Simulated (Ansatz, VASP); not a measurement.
**AlN in VASP and in Ansatz**

```
CELL_PARAMETERS angstrom
3.11000 0.00000 0.00000
-1.55500 2.69334 0.00000
0.00000 0.00000 4.98712
ATOMIC_POSITIONS crystal
Al 0.33333 0.66667 0.00017
Al 0.66667 0.33333 0.50017
N 0.33333 0.66667 0.38183
N 0.66667 0.33333 0.88183
```

Alike in both runs: functional PBEsol; k mesh 8 × 8 × 6; no spin polarisation.

Ansatz relaxed the structure, and its values are those at the end. VASP's run is a single point on that final structure, the one shown.

```csv
,VASP,Ansatz
version,VASP 6.6.1,Ansatz 0.2.0
potentials or method,"VASP PAW PBE potentials, release 64 (Al, N)","scalar-relativistic, plane waves, PAW"
plane-wave cutoff (eV),520,420
occupations,"gaussian, width 0.01 eV",fixed
valence electrons in the cell,16,16
```

```tsv
	VASP	Ansatz	Ansatz less VASP
gap on the k mesh at the Fermi level (eV)	4.14	4.12	-0.016
least direct gap on the mesh (eV)	4.14	4.12	-0.016
pressure (GPa)	0.3	0.4	+0.08
```

Caveats: the PAW data sets were made with another functional, which shifts forces and pressure a little (VASP). A k mesh can miss the band edges. A hybrid or GW would open this gap; PBEsol tends to underestimate it.
